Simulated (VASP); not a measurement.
Data:

```xyz
5
Lattice="4.1447 0.0000 0.0000 0.0000 4.1447 0.0000 0.0000 0.0000 4.1447" Properties=species:S:1:pos:R:3 pbc="T T T"
Ba     0.0000     0.0000     0.0000
Sn     2.0723     2.0723     2.0723
O      2.0723     0.0000     2.0723
O      0.0000     2.0723     2.0723
O      2.0723     2.0723     0.0000
```

Method: r2SCAN meta-GGA, VASP's PBE PAW potentials (set 64) (plane waves; VASP). Numerical set-up: 520 eV cut-off, 10×10×10 Γ-centred mesh, Gaussian smearing of 0.010 eV, potentials Ba_sv Sn_d O.

Q: The job: BaSnO3 (cubic perovskite), 5 atoms, r2SCAN, optics run with many empty bands, 520 eV, 10×10×10 Γ-centred mesh. Roughly how much core time does it take on a busy server core?

A: About 7 core-minutes (one run on a shared machine, a rough figure). It had 56 irreducible k-points, 75 bands, up to 1936 plane waves and 20 electronic steps.

The compound is BaSnO3 in the cubic perovskite structure. It was relaxed first.
